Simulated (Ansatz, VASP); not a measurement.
**Cu in VASP and in Ansatz**

File INCAR:

```
ALGO = Normal ; EDIFF = 1E-6
ENCUT = 520 ; GGA = CA
ISIF = 2 ; ISMEAR = -1
LASPH = True ; LCHARG = False
LREAL = False ; LWAVE = False
NBANDS = 18 ; NELM = 80
PREC = Accurate ; SIGMA = 0.08
```

KPOINTS

```
k-points
0
Gamma
  15 15 15
```

POSCAR

```
Cu
1.0
    0.0000000000      2.3898124183      2.3898124183
    2.3898124183      0.0000000000      2.3898124183
    2.3898124183      2.3898124183      0.0000000000
Cu
2
Direct
   -0.1250000000     -0.1250000000     -0.1250000000
    0.1250000000      0.1250000000      0.1250000000
```

Input for Ansatz:

```yaml
crystal:
  lattice:
    - [0.0, 2.3898124183, 2.3898124183]
    - [2.3898124183, 0.0, 2.3898124183]
    - [2.3898124183, 2.3898124183, 0.0]
  atoms:
    - { symbol: Cu, position: [-0.125, -0.125, -0.125] }
    - { symbol: Cu, position: [0.125, 0.125, 0.125] }
kpoints:
  mp_grid: { grid: [15, 15, 15] }
scf:
  occupations: { method: fermi_dirac, width: 0.08 }
hamiltonian:
  xc: lda
  pseudopotentials: { kind: paw }
output:
  forces: true
  stress: true
  eigenvalues: true
  populations: true
```

Change from the starting cell: volume scaled by 0.8, PAW files.

Alike in both runs: task single point; functional LDA; k mesh 15 × 15 × 15; occupations fermi-dirac, width 0.08 eV; no spin polarisation.

```csv
,VASP,Ansatz
version,VASP 6.6.1,Ansatz 0.2.0
potentials or method,"VASP PAW LDA potentials, release 64 (Cu)","PAW with Ansatz's default frozen-core files, scalar-relativistic"
plane-wave cutoff (eV),520,420
valence electrons in the cell,22,38
```

```tsv
	VASP	Ansatz	Ansatz less VASP
pressure (GPa)	30.6	30.2	-0.38
```

The two sets of potentials don't hold the same shells in valence.

Caveats: so large a pressure means that the cell lies far from this level's equilibrium, or that cutoff or potentials fall short (VASP).
